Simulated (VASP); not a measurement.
A run of VASP 6.6.1:

Contents of INCAR:

```
PREC = Accurate
ENCUT = 520
EDIFF = 1E-7
ISMEAR = -1
SIGMA = 0.05
LREAL = False
LASPH = True
NELM = 80
ALGO = Normal
ISIF = 2
LWAVE = False
LCHARG = False
GGA = PS
NBANDS = 13
```

KPOINTS

```
Automatic mesh
0
Gamma
  11 11 11
```

POSCAR

```
Sn
1.0
   -1.7265390000      1.7755470000      2.3383420000
    1.7265390000     -1.7755470000      2.3383420000
    1.7265390000      1.7755470000     -2.3383420000
Sn
1
Direct
    0.0000000000      0.0000000000      0.0000000000
```

Potentials or basis: VASP PAW PBE potentials, release 64 (Sn_d).

The run is started by

```console
$ cat potpaw_PBE.64/Sn_d/POTCAR > POTCAR
$ mpirun -np 1 vasp_std > vasp.out
```

Hardware: 1 thread of Intel(R) Xeon(R) Platinum 8259CL CPU @ 2.50GHz (Skylake/Cascade Lake), on a shared host.

Task: How long does it take, and how much memory?

Result: Wall time 55 s on 1 thread of Intel(R) Xeon(R) Platinum 8259CL CPU @ 2.50GHz (Skylake/Cascade Lake), with other jobs on the host, peak memory 0.21 GiB. Counts: scf iterations 11, k points 216.
